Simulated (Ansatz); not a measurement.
## A series in volume per atom on CdSe

Density functional stress and forces at fixed atoms, pressure and stress positive in compression, spin-unpolarised plane waves. The results are calculated, by Ansatz 0.2.0.

Cell of the first row (space group F-43m, No. 216):
```
CELL_PARAMETERS angstrom
0.00000 2.94510 2.94510
2.94510 0.00000 2.94510
2.94510 2.94510 0.00000
ATOMIC_POSITIONS crystal
Cd 0.00000 0.00000 0.00000
Se 0.25000 0.25000 0.25000
```

Settings of every row: periodic directions 3; functional r2SCAN; spin orbit yes; potentials PAW; wave cutoff 500 eV; k mesh 8x8x8; smearing width 0.02 eV.

| row | volume per atom (Å³) | pressure (GPa) |
| --- | --- | --- |
| 1 | 25.544 | 8.21 |
| 2 | 26.35 | 5.68 |
| 3 | 27.174 | 3.48 |
| 4 | 28.014 | 1.57 |
| 5 | 28.872 | -0.09 |
| 6 | 29.747 | -1.52 |
| 7 | 30.639 | -2.74 |
| 8 | 31.549 | -3.79 |
| 9 | 32.477 | ? |

Question: what pressure should row 9 give?

Worked fit of pressure. Take u = (V_r/V)^(2/3) − 1 with V_r = 28.443 Å³ an atom, which is twice the finite (Eulerian) strain; such expansions in the strain, on which the Birch-Murnaghan equation of state is built, carry the rest volume and the bulk modulus. The shown rows have u = 0.0743, 0.05228, 0.0309, 0.01018, -0.00993, -0.02944, -0.04837, -0.06676. Least squares give pressure = 0.705 + 82.27 × u + 237.3 × u² + 199 × u³ GPa; a parabola predicts inner rows, each left out in turn, worse (root mean square 0.017 against 0.0037 GPa). All shown rows lie on it to the printed digit. The pressure vanishes at u = -0.0088, or V = 28.82 Å³ an atom, and there the bulk modulus with atoms relaxed is B = −V dP/dV = (2/3)(1 + u) dP/du = 51.6 GPa. The withheld row has u = -0.08462, so the fit gives 0.705 + 82.27 × (-0.08462) + 237.3 × (-0.08462)² + 199 × (-0.08462)³ = -4.68 GPa.

The calculation gave -4.69 GPa. The fit lies 0.01 GPa (0.078 % of the column's range) above it, one unit of the last digit. This row lies beyond the range of the fit.
